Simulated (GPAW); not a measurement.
The system is SrCl2.

```
Sr Cl
1.0
     0.00000    3.48835    3.48835
     3.48835    0.00000    3.48835
     3.48835    3.48835    0.00000
Sr Cl
1 2
Direct
  0.00000 0.00000 0.00000
  0.75000 0.75000 0.75000
  0.25000 0.25000 0.25000
```

Base run:

| Quantity | Value |
| --- | --- |
| Program | GPAW 26.7.0 |
| Functional | PBE |
| Potentials or basis | GPAW PAW data sets (gpaw-data 1.2.1) |
| Cutoff | 600 eV |
| Basis | pw |
| k mesh | 7 × 7 × 7 |
| Occupations | fermi-dirac, width 0.05 eV |
| Spin | no spin polarisation |

Its results: band gap on the k mesh 5.38 eV, indirect (least direct gap 5.68 eV).

**Question.** The run is repeated on the same cell with these changes: functional from PBE to HSE06; cutoff from 600 eV to 450 eV; k mesh from 7 × 7 × 7 to 4 × 4 × 4. What comes out?

**Answer.** Band gap on the k mesh 6.56 eV, indirect (least direct gap 6.81 eV).

Several settings changed at once, so the effect can't be laid on one alone.

Caveats: exact exchange converges slowly with the k mesh, and this mesh is small (some runs).

A k mesh can miss the band edges.
